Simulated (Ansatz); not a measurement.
# GaAs: the cost of one run

Computed with Ansatz 0.2.0 (DFT r2SCAN, scalar-relativistic, plane waves, PAW, unless a step's input says otherwise).

**1. The structure to begin with**

The structure is cubic, space group F-43m (No. 216). Conventional cell: a = 5.750 Å, b = 5.750 Å, c = 5.750 Å, α = 90.00°, β = 90.00°, γ = 90.00°. Around Ga (site symmetry -43m) lie 4 As at 2.49 Å. As (site symmetry -43m) has 4 Ga at 2.49 Å as nearest neighbours.

Structure file:

```
CELL_PARAMETERS angstrom
0.00000 2.87509 2.87509
2.87509 0.00000 2.87509
2.87509 2.87509 0.00000
ATOMIC_POSITIONS crystal
Ga 0.00000 0.00000 0.00000
As 0.25000 0.25000 0.25000
```

This is candidate A: structure listed in a database for this formula (F-43m, No. 216).

(A quick probe on a coarse mesh, which set the mesh and smearing, is not shown.)

**3. Relaxing cell and atoms (candidate A)**

File input.yaml:

```yaml
crystal:
  lattice:
    - [0.0, 2.8750910496, 2.8750910496]
    - [2.8750910496, 0.0, 2.8750910496]
    - [2.8750910496, 2.8750910496, 0.0]
  atoms:
    - { symbol: Ga, position: [0.0, 0.0, 0.0] }
    - { symbol: As, position: [0.25, 0.25, 0.25] }
basis:
  ecutwfc: 500
kpoints:
  mp_grid: { grid: [8, 8, 8] }
hamiltonian:
  xc: r2scan
scf:
  occupations: { method: gaussian, width: 0.02 }
output:
  forces: true
  stress: true
  eigenvalues: true
relax:
  adjacent_minimum: "off"
  f_tol: 0.01
  max_steps: 80
  cell: { stress_tol: 0.05 }
```

Launch:

```
> ansatz run input.yaml --threads 1 --pin off --max-ram 3072MiB --backend cpu --events-out ev --progress --plain --runs-dir out
```

**Question.** How long does this run take on 1 thread of Arm Neoverse V2, shared host, and how much memory does it need?

About 22 s, with a peak of 0.46 GiB.
